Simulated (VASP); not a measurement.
# La₈O: nudged elastic band

La₈O, defect, 9 atoms in the cell. PBE, nudged elastic band; PAW potentials La, O (PBE set).

Path: an interstitial O atom hops to the next site of its kind; Moving images: 1.

## Input

INCAR.step1:
```
SYSTEM = La8O
PREC = Normal
ENCUT = 400
EDIFF = 1E-6
ISMEAR = 1
SIGMA = 0.1
LREAL = .False.
LASPH = .True.
NELM = 100
ALGO = Normal
LWAVE = .False.
LCHARG = .False.
IBRION = 2
NSW = 100
ISIF = 2
EDIFFG = -0.02
POTIM = 0.5
KPAR = 8
```

INCAR.step3, as INCAR.step1 but for:
```
- IBRION = 2
- ISIF = 2
- EDIFFG = -0.02
- POTIM = 0.5
+ IBRION = 1
+ POTIM = 0.3
+ EDIFFG = -0.05
+ SPRING = -5
+ IMAGES = 1
```

KPOINTS:
```
k-points
0
Gamma
  5 5 5
```

00/POSCAR:
```
La8O
1.0
   -5.6250000000      3.2475952642      6.0700000000
    5.6250000000     -3.2475952642      6.0700000000
    1.8750000000      3.2475952642     -6.0700000000
La O
8 1
Direct
    0.5555091279      0.7108766535      0.5128024491
    0.0427066788      0.1980742042      0.4871975509
    0.0517870849      0.7269513929      0.0000000000
    0.5474537146      0.2080798473      0.0000000000
    0.4444908720      0.2891233465      0.4871975509
    0.9572933211      0.8019257958      0.5128024491
    0.9482129151      0.2730486070      1.0000000000
    0.4525462853      0.7919201527      0.0000000000
    1.0000000000      0.0000000000      0.0000000000
```

01/POSCAR:
```
La8O
1.0
   -5.6250000000      3.2475952642      6.0700000000
    5.6250000000     -3.2475952642      6.0700000000
    1.8750000000      3.2475952642     -6.0700000000
La O
8 1
Direct
    0.5364340051      0.7072378764      0.4665600307
    0.0698739820      0.2406778292      0.5334399556
    0.0658598680      0.7143616122      0.0000048513
    0.5575863395      0.2193732636     -0.0000048714
    0.4680864220      0.3133338273      0.5025050885
    0.9655813443      0.8108287421      0.4974949113
    0.9661252573      0.2969855896      1.0000005182
    0.4794609065      0.8106855009     -0.0000006380
    0.8909918114     -0.1134843051      0.0000000264
```

02/POSCAR:
```
La8O
1.0
   -5.6250000000      3.2475952642      6.0700000000
    5.6250000000     -3.2475952642      6.0700000000
    1.8750000000      3.2475952642     -6.0700000000
La O
8 1
Direct
    0.5796387217      0.7350786787      0.5128223515
    0.0668163702      0.2222563271      0.4871776485
    0.0508671391      0.7260492440      0.0000000000
    0.5696815114      0.2303654971      0.0000000000
    0.4887391853      0.3332992284      0.5128223515
    0.9759168338      0.8204768770      0.4871776485
    0.9858740442      0.3251900583      1.0000000000
    0.5046884164      0.8295063116      0.0000000000
    0.7777777778     -0.2222222222      0.0000000000
```

POSCAR.step1:
```
La8O
1.0
   -5.6250000000      3.2475952642      6.0700000000
    5.6250000000     -3.2475952642      6.0700000000
    1.8750000000      3.2475952642     -6.0700000000
La O
8 1
Direct
    0.5416666666      0.7083333334      0.5000000000
    0.0416666666      0.2083333333      0.5000000000
    0.0416666666      0.7083333333      0.0000000000
    0.5416666666      0.2083333333      0.0000000000
    0.4583333333      0.2916666666      0.5000000000
    0.9583333333      0.7916666667      0.5000000000
    0.9583333334      0.2916666666      0.0000000000
    0.4583333333      0.7916666667      0.0000000000
    0.0000000000      0.0000000000      0.0000000000
```

POSCAR.step2:
```
La8O
1.0
   -5.6250000000      3.2475952642      6.0700000000
    5.6250000000     -3.2475952642      6.0700000000
    1.8750000000      3.2475952642     -6.0700000000
La O
8 1
Direct
    0.5416666666      0.7083333334      0.5000000000
    0.0416666666      0.2083333333      0.5000000000
    0.0416666666      0.7083333333      0.0000000000
    0.5416666666      0.2083333333      0.0000000000
    0.4583333333      0.2916666666      0.5000000000
    0.9583333333      0.7916666667      0.5000000000
    0.9583333334      0.2916666666      0.0000000000
    0.4583333333      0.7916666667      0.0000000000
   -0.2500000000     -0.2500000000      0.0000000000
```

Commands (each step's output is kept before the next begins):
```
cat potpaw_PBE.64/La/POTCAR potpaw_PBE.64/O/POTCAR > POTCAR
cp INCAR.step1 INCAR
cp POSCAR.step1 POSCAR
mpirun -np 8 vasp_std > vasp.out
cp POSCAR.step2 POSCAR
mpirun -np 8 vasp_std > vasp.out
# 00 and 02 hold the relaxed ends, the second shifted as a whole so that the mean position stays; the images between are interpolated (pair-distance (IDPP))
cp INCAR.step3 INCAR
mpirun -np 8 vasp_std > vasp.out
```

## Result

- Barrier (eV): 1.106
- Barrier of the reverse step (eV): 1.106
- Energy of the second end over the first (eV): 0.000
- Top of the path (share of its length): 0.50
- Length of the path (Å): 3.00
- Steps of the band: 12
- Ionic steps, all stages: 43
- Electronic steps, all stages: 370

Energy along the relaxed band:

| Image | Distance along the path (Å) | Energy above the first end (eV) | Slope along the path (eV/Å) | Largest force across the path (eV/Å) |
|---|---|---|---|---|
| 0 | 0.000 | 0.000 | relaxed end |  |
| 1 | 1.502 | 1.106 | 0.002 | 0.037 |
| 2 | 3.004 | 0.000 | relaxed end |  |

The two ends have the same energy within 0.01 eV.

Limits: the cell holds 9 atoms, so the vacancy or interstitial meets its own images and the barrier isn't that of a lone defect; the atom stays on the straight, symmetric line between the sites, so the barrier is an upper bound: a way around it wasn't tried; a single image in the middle can't show two humps with a dip between them, and says nothing of the springs.

VASP 6.6.1 took 1487 s on 8 cores (AMD EPYC 9R45 (Zen 5)), a shared host.
